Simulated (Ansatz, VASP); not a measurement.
## One calculation of CuI (Marshite), two programs

```xyz
2
Lattice="0.0000 3.0390 3.0390 3.0390 0.0000 3.0390 3.0390 3.0390 0.0000" Properties=species:S:1:pos:R:3 pbc="T T T"
Cu    1.5195    1.5195    1.5195
I     0.0000    0.0000    0.0000
```

Alike in both runs: task single point; functional PBE; k mesh 8 × 8 × 8; occupations gaussian, width 0.02 eV; non-collinear spin, spin-orbit coupling.

|  | VASP | Ansatz |
| --- | --- | --- |
| version | VASP 6.6.1 | Ansatz 0.2.0 |
| potentials or method | VASP PAW PBE potentials, release 64 (Cu, I) | plane waves, PAW |
| plane-wave cutoff (eV) | 520 | 420 |
| valence electrons in the cell | 18 | 36 |

|  | VASP | Ansatz | Ansatz less VASP |
| --- | --- | --- | --- |
| gap on the k mesh at the Fermi level (eV) | 0.97 | 0.95 | -0.019 |
| least direct gap on the mesh (eV) | 0.97 | 0.95 | -0.019 |
| net moment per atom (μB) | 0.00 | 0.00 | 0.000 |

The two sets of potentials don't hold the same shells in valence.
